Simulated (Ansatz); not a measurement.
Harmonic frequencies (cm⁻¹) at PBE0-D4/def2-TZVP from Ansatz: 73, 425, 551, 592, 678, 882, 1000, 1066, 1217, 1346, 1415, 1462, 1468, 1855, 3075, 3144, 3194, 3786.

Each molecule was computed in one conformer, which needn't be the lowest.

Q: Which molecule is it?
A. `C1OCO1`
B. `O=CCO`
C. `CC(=O)O`
D. `COC=O`

A: C.
